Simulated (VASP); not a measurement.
**TiTe2: relaxation of shape and atoms at fixed volume with PBEsol**

The system is TiTe2.

```
CELL_PARAMETERS angstrom
3.62169 0.00000 0.00000
-1.81084 3.13647 0.00000
0.00000 0.00000 6.30416
ATOMIC_POSITIONS crystal
Ti 0.00000 0.00000 0.00000
Te 0.66667 0.33333 0.26779
Te 0.33333 0.66667 0.73221
```

The cell isn't the ideal one: a relaxed cell with its volume scaled by 0.94.

```json
{
 "Program": "VASP 6.6.1",
 "Task": "relaxation of shape and atoms at fixed volume",
 "Functional": "PBEsol",
 "Potentials or basis": "VASP PAW PBE potentials, release 64 (Ti_sv, Te)",
 "Cutoff": "600 eV",
 "k mesh": "12 × 12 × 6",
 "Occupations": "methfessel-paxton, width 0.1 eV",
 "Spin": "no spin polarisation",
 "Further INCAR settings": "ALGO = Normal; EDIFF = 1e-07; IBRION = 2; EDIFFG = -0.01; NSW = 40; ISIF = 4"
}
```

| Property | Result |
| --- | --- |
| Energy gained by relaxing | 9.9 meV/atom |
| Ionic steps | 5 |
| Pressure after relaxing | 2.9 GPa |
| Largest force after relaxing | 0.007 eV/Å |
| Band gap on the k mesh | none (metal or under the smearing width) |

Forces on the atoms (eV/Å):
```
Ti   0.000  0.000  0.000
Te   0.000  0.000  0.007
Te   0.000  0.000 -0.007
```

Step by step:
| step | energy change (eV) | largest force (eV/Å) | pressure (GPa) |
| --- | --- | --- | --- |
| 1 | 0.0000 | 0.5781 | 4.99 |
| 2 | -0.0225 | 0.2314 | 3.79 |
| 3 | -0.0263 | 0.0295 | 3.11 |
| 4 | -0.0289 | 0.0196 | 3.02 |
| 5 | -0.0297 | 0.0073 | 2.93 |

Final structure:
```cif
data_structure
_symmetry_space_group_name_H-M 'P 1'
_symmetry_Int_Tables_number 1
_cell_length_a 3.6368
_cell_length_b 3.6368
_cell_length_c 6.2520
_cell_angle_alpha 90.000
_cell_angle_beta 90.000
_cell_angle_gamma 120.000
_cell_volume 71.61
loop_
_atom_site_label
_atom_site_type_symbol
_atom_site_fract_x
_atom_site_fract_y
_atom_site_fract_z
_atom_site_occupancy
Ti1 Ti 0.00000 0.00000 0.00000 1
Te1 Te 0.66667 0.33333 0.27621 1
Te2 Te 0.33333 0.66667 0.72379 1
```

Levels at points of the mesh, in eV from the Fermi level:
| k point | band 9 | band 10 | band 11 | band 12 | band 13 | band 14 | band 15 | band 16 |
| --- | --- | --- | --- | --- | --- | --- | --- | --- |
| (0.00, 0.00, 0.00) | -1.60 | 0.17 | 0.48 | 0.48 | 0.94 | 1.46 | 1.46 | 3.19 |
| (0.50, 0.00, 0.00) | -3.11 | -2.65 | -1.72 | -1.24 | -0.08 | 1.40 | 1.76 | 2.50 |
| (0.00, 0.00, 0.50) | -1.48 | -1.48 | 0.46 | 0.46 | 0.92 | 0.92 | 1.20 | 3.90 |
| (0.50, 0.00, 0.50) | -2.71 | -2.18 | -0.84 | -0.51 | -0.35 | 1.39 | 1.77 | 2.63 |

It took 7.7 min on 1 thread of Intel(R) Xeon(R) Platinum 8488C (Sapphire Rapids) (shared host), peak memory 0.31 GiB.

Caveat: the PAW data sets were made with another functional, which shifts forces and pressure a little; this functional lacks dispersion, which binds the layers, so the pressure and a relaxed spacing across them are unreliable. Spin-orbit coupling is left out, which matters for the levels of Te.
